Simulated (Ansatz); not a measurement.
WC: frozen-core PAW against all-electron methods

```
W C
1.0
     2.93867    0.00000    0.00000
    -1.46934    2.54496    0.00000
     0.00000    0.00000    2.86623
W C
1 1
Direct
  0.00000 0.00000 0.00000
  0.66667 0.33333 0.50000
```

Atom numbers follow the list: W1, C2.

The geometry is COD entry 2102244, unchecked; take it as a test cell. The listed cell was then made from it by scaling, straining or moving an atom.

Spin–orbit coupling is left out, though it moves levels of the heavy atoms by tenths of an eV or more.

Levels of theory: DFT, PBE, PAW with Ansatz's default frozen-core files, scalar-relativistic (Ansatz 0.2.0); DFT, PBE, all-electron PAW with datasets made for the crystal, scalar-relativistic (Ansatz 0.2.0); DFT, PBE, all-electron LAPW, scalar-relativistic (Ansatz 0.2.0).

For PAW: a Γ-centred 13×13×12 k mesh, Fermi–Dirac smearing of 0.05 eV, cutoff 420 eV, no spin polarisation. The crystal-made all-electron datasets (AE datasets) take a cutoff of 340 eV at this cell. LAPW targets a basis error of 1 meV/atom. The Ansatz runs share mesh, smearing and spin set-up. Plane-wave (PAW) pressures include the program's estimate of the Pulay term.

Stress and pressure are positive in compression.

The change that made this cell: volume scaled by 1.04.

Spin–orbit coupling is left out, which moves gradients at and beside heavy atoms by some per cent and at worst by a factor of two.

In a metal, gradients converge slowly with the k mesh: the values move by tens of per cent from one mesh to another, at times in sign, so only the comparison on one mesh counts.

| quantity | PAW | AE datasets | LAPW |
| --- | --- | --- | --- |
| pressure (GPa) | -6.83 | -6.70 | -6.70 |
| stress xx (GPa) | -6.14 | -6.01 | -6.01 |
| stress zz (GPa) | -8.22 | -8.07 | -8.07 |
| field gradient Vzz at W1 (10²¹ V/m²) | -12.50 | -11.95 | – |

PAW's pressure differs from the LAPW value by -0.13 GPa.
